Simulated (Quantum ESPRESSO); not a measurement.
# HfO2 in Quantum ESPRESSO: the effect of functional

HfO2:

```
Hf O
1.0
     0.00000    2.55750    2.55750
     2.55750    0.00000    2.55750
     2.55750    2.55750    0.00000
Hf O
1 2
Direct
  0.00000 0.00000 0.00000
  0.75000 0.75000 0.75000
  0.25000 0.25000 0.25000
```

Measurements of this composition are mostly on another form, of space group No. 14.

Alike in all runs:

- Program: Quantum ESPRESSO 7.5
- Task: phonons
- Cutoff: 612 eV
- Density cutoff: 4898 eV
- k mesh: 4 × 4 × 4, shifted
- Occupations: fermi-dirac, width 0.05 eV
- Spin: no spin polarisation

Each run relaxes the cell or the atoms first.

```tsv
functional	potentials or basis	relaxed volume (Å³/atom)	dielectric constant (mean)	highest phonon frequency (cm⁻¹)
LDA	GBRV 1.5 LDA	10.35	5.24	605
PBEsol	GBRV 1.5 PBEsol	10.60	5.23	588
RPBE	GBRV 1.5 PBE	11.15	5.11	560
revPBE	GBRV 1.5 PBE	11.09	5.13	562
PW91	GBRV 1.5 PBE	?	?	?
vdW-DF-cx	GBRV 1.5 PBE	10.63	5.23	592
```

Task: What does the run with functional PW91 give?

Result: Relaxed volume 10.92 Å³/atom; dielectric constant 5.17 mean; highest phonon frequency 573 cm⁻¹.

Caveats: the potentials were made for another functional, which shifts forces and pressure (some runs).

Runs at the PBE level aren't shown here.
